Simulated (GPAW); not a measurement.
Wanted: an ASE script for a GPAW 26.7.0 run.

- Task: band structure
- Functional: PBEsol
- Potentials or basis: PAW data sets generated in the run's folder for this functional
- Cutoff: 600 eV
- Basis: pw
- k mesh: 7 × 7 × 7
- Occupations: fermi-dirac, width 0.05 eV
- Spin: no spin polarisation
- Maxiter: 150
- Band path: GXWKGLUWLK,UX
- Band points: 80

RbCl:

```
Rb Cl
1.0
     0.00000    3.27400    3.27400
     3.27400    0.00000    3.27400
     3.27400    3.27400    0.00000
Rb Cl
1 1
Direct
  0.00000 0.00000 0.00000
  0.50000 0.50000 0.50000
```

One way to write it, as run:

run.py

```python
from ase import Atoms
from ase.dft.bandgap import bandgap
from ase.io import write
from ase.units import GPa
from gpaw import GPAW, PW, setup_paths

setup_paths.insert(0, '.')

atoms = Atoms(['Rb', 'Cl'],
              cell=[[0.0, 3.274, 3.274],
                    [3.274, 0.0, 3.274],
                    [3.274, 3.274, 0.0]],
              scaled_positions=[[0.0, 0.0, 0.0],
                                [0.5, 0.5, 0.5]],
              pbc=True)

calc = GPAW(mode=PW(600),
            xc='PBEsol',
            kpts={'size': (7, 7, 7), 'gamma': True},
            occupations={'name': 'fermi-dirac', 'width': 0.05},
            nbands=16,
            convergence={'density': 1e-05, 'energy': 1e-05},
            maxiter=150,
            txt='gpaw.txt')
atoms.calc = calc
energy = atoms.get_potential_energy()
forces = atoms.get_forces()
stress = atoms.get_stress()
calc.write('gs.gpw')
write('result.traj', atoms)
print(f'Energy: {energy:.6f} eV')
print('Forces (eV/A):')
print(forces.round(4))
print('Stress (GPa):', (stress / GPa).round(3))
print('Fermi level:', round(calc.get_fermi_level(), 4), 'eV')
print(f'Gap: {bandgap(calc)[0]:.4f} eV, direct: {bandgap(calc, direct=True)[0]:.4f} eV')

path = atoms.cell.bandpath('GXWKGLUWLK,UX', npoints=80, eps=1e-4)
bs_calc = calc.fixed_density(kpts=path, symmetry='off', nbands=30,
                             convergence={'bands': 'CBM+6.0', 'eigenstates': 1e-6}, txt='bands.txt')
bs = bs_calc.band_structure()
bs.write('bs.json')
print(f'Gap on the path: {bandgap(bs_calc)[0]:.4f} eV')
```

Potentials or basis: PAW data sets generated in the run's folder for this functional, pw.

Launch:

```console
$ gpaw-setup -f PBEsol Cl Rb
$ OMP_NUM_THREADS=1 python run.py
```

It gave:

| Quantity | Value |
| --- | --- |
| Pressure | -0.1 GPa |
| Band gap on the k mesh | 4.89 eV, direct |
| Band gap along the path | 4.89 eV, direct |

It took 66 s on 1 thread of Arm Neoverse V2 (shared host), peak memory 0.31 GiB.
